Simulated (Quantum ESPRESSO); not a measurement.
Crystal: HfO2.

```xyz
6
Lattice="3.5580 0.0000 0.0000 0.0000 3.5580 0.0000 0.0000 0.0000 5.1719" Properties=species:S:1:pos:R:3 pbc="T T T"
Hf    0.0000    0.0000    0.0000
Hf    1.7790    1.7790    2.5859
O     0.0000    1.7790    1.0199
O     1.7790    0.0000    1.5660
O     1.7790    0.0000    4.1519
O     0.0000    1.7790    3.6059
```

Measurements of this composition are mostly on another form, of space group No. 14.

Base run:

- Program: Quantum ESPRESSO 7.5
- Functional: LDA
- Potentials or basis: GBRV 1.5 LDA
- Cutoff: 612 eV
- Density cutoff: 4898 eV
- k mesh: 8 × 8 × 5
- Occupations: fermi-dirac, width 0.05 eV
- Spin: no spin polarisation

Its results: band gap on the k mesh 4.59 eV, indirect (least direct gap 4.67 eV); pressure -6.3 GPa; largest force 0.039 eV/Å.

Q: The run is repeated on the same cell with these changes: functional from LDA to PBEsol; potentials or basis from GBRV 1.5 LDA to GBRV 1.5 PBEsol. What comes out?

A: Band gap on the k mesh 4.69 eV, indirect (least direct gap 4.76 eV); pressure 0.0 GPa; largest force 0.093 eV/Å.

Caveats: spin-orbit coupling is left out, which moves the levels of the heavy elements.
